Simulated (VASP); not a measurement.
# C (Fmmm) in VASP: single point with LDA

Aim: the single point of C with LDA.

Everything below comes from runs of VASP 6.6.1. Logs are shortened: lines on timing, memory, paths and dates and some standing lists are left out, and cuts for length are marked.

## (1) The structure

The structure is orthorhombic, space group Fmmm (No. 69). The conventional cell has a = 2.456 Å, b = 4.254 Å, c = 6.696 Å, α = 90.00°, β = 90.00°, γ = 90.00°. C (site symmetry m2m) is surrounded by 3 C at 1.42 Å.

This isn't the form of C at room conditions, which is graphite.

## (2) Single point, LDA

INCAR

```
PREC     = Accurate       # precision mode
ENCUT    = 520            # plane-wave cutoff, eV
EDIFF    = 1E-6           # SCF threshold, eV
ISMEAR   = 0              # smearing method
SIGMA    = 0.1            # smearing width, eV
LREAL    = F              # projectors in reciprocal space
LASPH    = T              # aspherical terms in the spheres
NELM     = 60             # most SCF steps
ALGO     = Normal         # electronic algorithm
ISIF     = 2              # what is computed and relaxed
LWAVE    = F              # write WAVECAR
LCHARG   = F              # write CHGCAR
GGA      = CA             # functional
NBANDS   = 11             # bands
```

KPOINTS

```
regular mesh
0
Gamma
  8 8 8
```

POSCAR

```
C
1.0
    0.0000000000      2.1270000000      3.3480000000
    1.2280000000      0.0000000000      3.3480000000
    1.2280000000      2.1270000000      0.0000000000
C
2
Direct
    0.1666700000      0.8333300000      0.1666700000
    0.8333300000      0.1666700000      0.8333300000
```

Potentials or basis: VASP PAW LDA potentials, release 64 (C).

Started as:

```
$ cat potpaw_LDA.64/C/POTCAR > POTCAR
$ mpirun -np 1 vasp_std > vasp.out
```

OUTCAR:

```text
PREC = Accurate
   ENCUT = 520
   EDIFF = 1E-6
   ISMEAR = 0
   LREAL = F
   LASPH = T
   NELM = 60
   ISIF = 2
   GGA = CA

 ion  position               nearest neighbor table
   1  0.167  0.833  0.167-   2 1.42   2 1.42   2 1.42
   2  0.833  0.167  0.833-   1 1.42   1 1.42   1 1.42

  LATTYP: Found a face centered orthorhombic cell.
 ALAT       =     2.4560000000
 B/A-ratio  =     1.7320846906
 C/A-ratio  =     2.7263843648

  Lattice vectors:

 A1 = (   0.0000000000,   2.1270000000,   3.3480000000)
 A2 = (   1.2280000000,   0.0000000000,   3.3480000000)
 A3 = (   1.2280000000,   2.1270000000,   0.0000000000)

Analysis of symmetry for initial positions (statically):
=====================================================================
 Subroutine PRICEL returns:
 Original cell was already a primitive cell.

 Routine SETGRP: Setting up the symmetry group for a
 face centered orthorhombic supercell.

 Subroutine GETGRP returns: Found  8 space group operations
 (whereof  8 operations were pure point group operations)
 out of a pool of  8 trial point group operations.

The static configuration has the point symmetry D_2h.

Analysis of symmetry for dynamics (positions and initial velocities):
=====================================================================
 Subroutine PRICEL returns:
 Original cell was already a primitive cell.

 Routine SETGRP: Setting up the symmetry group for a
 face centered orthorhombic supercell.

 Subroutine GETGRP returns: Found  8 space group operations
 (whereof  8 operations were pure point group operations)
 out of a pool of  8 trial point group operations.

The dynamic configuration has the point symmetry D_2h.

 Subroutine INISYM returns: Found  8 space group operations
 (whereof  8 operations are pure point group operations),
 and found     1 'primitive' translations

----------------------------------------------------------------------------------------

                                     Primitive cell

  volume of cell :      17.4897

  direct lattice vectors                    reciprocal lattice vectors
     0.000000000  2.127000000  3.348000000    -0.407166124  0.235072873  0.149342891
     1.228000000  0.000000000  3.348000000     0.407166124 -0.235072873  0.149342891
     1.228000000  2.127000000  0.000000000     0.407166124  0.235072873 -0.149342891

  length of vectors
     3.966513961  3.566102635  2.456036034     0.493301943  0.493301943  0.493301943

  position of ions in fractional coordinates (direct lattice)
     0.166670000  0.833330000  0.166670000
     0.833330000  0.166670000  0.833330000

  ion indices of the primitive-cell ions
   primitive index   ion index
                 1           1
                 2           2

----------------------------------------------------------------------------------------

 KPOINTS: regular mesh

Automatic generation of k-mesh.
 Grid dimensions read from file:
 generate k-points for:    8    8    8

 Generating k-lattice:

  Cartesian coordinates                     Fractional coordinates (reciprocal lattice)
    -0.050895765  0.029384109  0.018667861     0.125000000  0.000000000  0.000000000
     0.050895765 -0.029384109  0.018667861     0.000000000  0.125000000  0.000000000
     0.050895765  0.029384109 -0.018667861     0.000000000  0.000000000  0.125000000

  Length of vectors
     0.061662743  0.061662743  0.061662743

  Shift w.r.t. Gamma in fractional coordinates (k-lattice)
     0.000000000  0.000000000  0.000000000

 Subroutine IBZKPT returns following result:
 ===========================================

 Found     95 irreducible k-points:

 Following reciprocal coordinates:
            Coordinates               Weight
  0.000000  0.000000  0.000000      1.000000
  0.125000  0.000000  0.000000      8.000000
  0.250000  0.000000  0.000000      8.000000
  0.375000  0.000000 -0.000000      8.000000
  0.500000  0.000000  0.000000      4.000000
  0.125000  0.125000  0.000000      2.000000
[... 16 lines left out ...]
  0.250000 -0.000000  0.125000      8.000000
  0.375000 -0.000000  0.125000      8.000000
 [... further k-points ...]
   k-points           NKPTS =     95   k-points in BZ     NKDIM =     95   number of bands    NBANDS=     11
   number of dos      NEDOS =    301   number of ions     NIONS =      2
   total plane-waves  NPLWV =  15120
   dimension x,y,z NGX =    30 NGY =   28 NGZ =   18
   dimension x,y,z NGXF=    60 NGYF=   56 NGZF=   36
   ions per type =               2
   NGX,Y,Z   is equivalent  to a cutoff of  12.57, 13.05, 12.18 a.u.
   NGXF,Y,Z  is equivalent  to a cutoff of  25.15, 26.11, 24.37 a.u.
 SYSTEM =  unknown system
   PREC   = accura    normal or accurate (medium, high low for compatibility)
   ISTART =      0    job   : 0-new  1-cont  2-samecut
   ICHARG =      2    charge: 1-file 2-atom 10-const
   ISPIN  =      1    spin polarized calculation?
   LNONCOLLINEAR =      F non collinear calculations
   LSORBIT =      F    spin-orbit coupling
   LASPH  =      T    aspherical Exc in radial PAW
   ENCUT  =  520.0 eV  38.22 Ry    6.18 a.u.   7.38  6.63  4.57*2*pi/ulx,y,z
   NELM   =     60;   NELMIN=  2; NELMDL= -5     # of ELM steps
   EDIFF  = 0.1E-05   stopping-criterion for ELM
   LREAL  =      F    real-space projection
   EDIFFG = 0.1E-04   stopping-criterion for IOM
   NSW    =      0    number of steps for IOM
   IBRION =     -1    ionic relax: 0-MD 1-quasi-New 2-CG
   NFREE  =      0    steps in history (QN), initial steepest desc. (CG)
   ISIF   =      2    stress and relaxation
   ISYM   =      2    0-nonsym 1-usesym 2-fastsym
   POTIM  = 0.5000    time-step for ionic-motion
   TEBEG  =    0.0;   TEEND  =   0.0 temperature during run
   PSTRESS=    0.0 pullay stress
   NELECT =       8.0000    total number of electrons
   NUPDOWN=      -1.0000    fix difference up-down
   EMIN   =  10.00;   EMAX   =-10.00  energy-range for DOS
   EFERMI =   0.00;   METHOD = LEGACY
   ISMEAR =     0;   SIGMA  =   0.10  broadening in eV -4-tet -1-fermi 0-gaus
   EFERMI_NEDOS =   21; number of points for ismear=-14 and -15
   IALGO  =     38    algorithm
   IMIX   =      4    mixing-type and parameters
     AMIX     =   0.40;   BMIX     =  1.00
     AMIX_MAG =   1.60;   BMIX_MAG =  1.00
  volume/ion in A,a.u.               =       8.74        59.01
  Fermi-wavevector in a.u.,A,eV,Ry     =   1.261376  2.383654 21.647797  1.591068
  Thomas-Fermi vector in A             =   2.394838
   LORBIT       =      0    0 simple, 1 ext, 2 COOP (PROOUT), +10 PAW based schemes
   GGA     = CA    functional components
   LHFCALC =     F    Hartree Fock is set to
   AEXX    =    0.0000 exact exchange contribution
   IVDW    =     0    specifies the selected vdW correction
   LEPSILON=     F    determine dielectric tensor
   LRPA    =     F    only Hartree local field effects (RPA)
 non-spin polarized calculation
 Gauss-broadening in eV      SIGMA  =   0.10
  energy-cutoff  :      520.00
  volume of cell :       17.49
 maximum number of plane-waves:       499
 NGX is ok and might be reduce to    30
   NGX = 15   NGY = 13   NGZ =  9

 number of electron       8.0000000 magnetization

 Free energy of the ion-electron system (eV)
  ---------------------------------------------------
  ext. energy  EPLUGINS =         0.00000000
  ---------------------------------------------------
  free energy    TOTEN  =       -20.21935414 eV

  energy without entropy =      -20.21935414  energy(sigma->0) =      -20.21935414

 E-fermi :   4.8933     XC(G=0): -10.7879

 val. band max:        4.3805209831   @ k =   0.5000  -0.1250   0.3750
 cond. band min:       5.3747409935   @ k =   0.0000   0.3750   0.3750
 fundamental gap:      0.9942200105
 Fermi energy:         4.8933054388

 k-point     1 :       0.0000    0.0000    0.0000
  band No.  band energies     occupation
      1     -14.8832      2.00000
      2      -1.9548      2.00000
      3       1.6396      2.00000
      4       1.6669      2.00000
      5       8.5003      0.00000
      6      12.9955      0.00000
      7      13.0688      0.00000
      8      16.0671      0.00000
      9      17.8113      0.00000
     10      27.0891      0.00000
     11      29.9218      0.00000

 k-point     2 :       0.1250    0.0000    0.0000
  band No.  band energies     occupation
      1     -14.4988      2.00000
      2      -1.6261      2.00000
      3       0.3157      2.00000
      4       0.9366      2.00000
      5       9.1470      0.00000
      6      13.1446      0.00000
      7      14.5221      0.00000
      8      14.7699      0.00000
      9      18.4783      0.00000
     10      26.9481      0.00000
     11      28.2501      0.00000

 k-point     3 :       0.2500    0.0000    0.0000
  band No.  band energies     occupation
      1     -13.3597      2.00000
      2      -2.6448      2.00000
      3      -0.6292      2.00000
      4      -0.3822      2.00000
      5      10.9538      0.00000
      6      11.7404      0.00000
      7      12.8928      0.00000
      8      18.1210      0.00000
      9      20.3668      0.00000
     10      23.4262      0.00000
     11      28.2405      0.00000

 k-point     4 :       0.3750    0.0000   -0.0000
  band No.  band energies     occupation
      1     -11.5131      2.00000
      2      -5.9170      2.00000
      3      -1.3965      2.00000
      4       0.9769      2.00000
      5       8.2081      0.00000
      6      12.3834      0.00000
      7      14.0227      0.00000
      8      20.2118      0.00000
      9      22.3132      0.00000
     10      23.1844      0.00000
     11      26.7536      0.00000

 k-point     5 :       0.5000    0.0000    0.0000
  band No.  band energies     occupation
      1      -9.3980      2.00000
      2      -8.5492      2.00000
      3      -1.7610      2.00000
      4       2.2596      2.00000
      5       6.2265      0.00000
      6      12.2277      0.00000
      7      16.8797      0.00000
      8      17.9456      0.00000
      9      23.6719      0.00000
     10      24.6139      0.00000
     11      26.2279      0.00000
[... 211 lines left out ...]
 k-point    21 :       0.5000    0.5000    0.0000
  band No.  band energies     occupation
      1     -14.5580      2.00000
      2      -4.0312      2.00000
      3       1.6295      2.00000
      4       1.6520      2.00000
      5      12.9608      0.00000
      6      13.0317      0.00000
      7      14.7855      0.00000
      8      16.2125      0.00000
      9      17.6606      0.00000
     10      22.7542      0.00000
     11      26.7924      0.00000

 k-point    22 :       0.1250    0.0000    0.1250
  band No.  band energies     occupation
      1     -14.5102      2.00000
      2      -1.5273      2.00000
      3       0.2683      2.00000
      4       0.9598      2.00000
      5       8.9531      0.00000
      6      13.1548      0.00000
      7      14.5757      0.00000
      8      14.9356      0.00000
      9      18.3614      0.00000
     10      27.9769      0.00000
     11      28.5443      0.00000

 k-point    23 :       0.2500   -0.0000    0.1250
  band No.  band energies     occupation
      1     -13.7583      2.00000
      2      -1.4784      2.00000
      3      -0.7840      2.00000
      4      -0.4739      2.00000
      5      10.0519      0.00000
      6      12.8708      0.00000
      7      13.9507      0.00000
      8      15.7827      0.00000
      9      20.1048      0.00000
     10      24.1861      0.00000
     11      28.5836      0.00000

 k-point    24 :       0.3750   -0.0000    0.1250
  band No.  band energies     occupation
      1     -12.2709      2.00000
      2      -4.2076      2.00000
      3      -2.0197      2.00000
      4       0.5755      2.00000
      5       9.6639      0.00000
      6      12.3355      0.00000
      7      14.0628      0.00000
      8      18.3105      0.00000
      9      20.6996      0.00000
     10      23.5016      0.00000
     11      27.4704      0.00000

 [... further k-points ...]

------------------------ aborting loop because EDIFF is reached ----------------------------------------

  FORCE on cell =-STRESS in cart. coord.  units (eV):
  Direction    XX          YY          ZZ          XY          YZ          ZX
  --------------------------------------------------------------------------------------
  -------------------------------------------------------------------------------------
  Total       -0.5084018     -0.4821854      0.0009383      0.0000000      0.0000000      0.0000000
  in kB      -46.5732268    -44.1716236      0.0859576      0.0000000      0.0000000      0.0000000
  external PRESSURE =     -30.2196309 kB  Pullay stress =       0.0000000 kB

 VOLUME and BASIS-vectors are now :
 -----------------------------------------------------------------------------
  energy-cutoff  :      520.00
  volume of cell :       17.49
      direct lattice vectors                 reciprocal lattice vectors
     0.000000000  2.127000000  3.348000000    -0.407166124  0.235072873  0.149342891
     1.228000000  0.000000000  3.348000000     0.407166124 -0.235072873  0.149342891
     1.228000000  2.127000000  0.000000000     0.407166124  0.235072873 -0.149342891

 POSITION                                       TOTAL-FORCE (eV/Angst)
 -----------------------------------------------------------------------------------
      1.22800      0.70901      3.34800         0.000000      0.050537      0.000000
      1.22800      3.54499      3.34800         0.000000     -0.050537      0.000000
 -----------------------------------------------------------------------------------
    total drift:                               -0.000000     -0.000000     -0.000000

  FREE ENERGIE OF THE ION-ELECTRON SYSTEM (eV)
  ---------------------------------------------------
  free  energy   TOTEN  =       -20.2193541365 eV

  energy  without entropy=      -20.2193541365  energy(sigma->0) =      -20.21935414
```

Run time: 18 s. Hardware: 1 thread of Intel Xeon 6975P-C (Granite Rapids), shared host; peak memory 0.11 GiB.

Results:

* Free energy: -20.2194 eV
* Pressure: -3.0 GPa
* Largest force: 0.051 eV/Å
* Band gap on the k mesh: 0.99 eV, indirect (least direct gap 1.33 eV)

Forces in eV/Å, atoms in the order of the input:
```
C    0.000  0.051  0.000
C    0.000 -0.051  0.000
```

A k mesh can miss the band edges. LDA gaps usually lie below the measured ones, often by a third to a half.
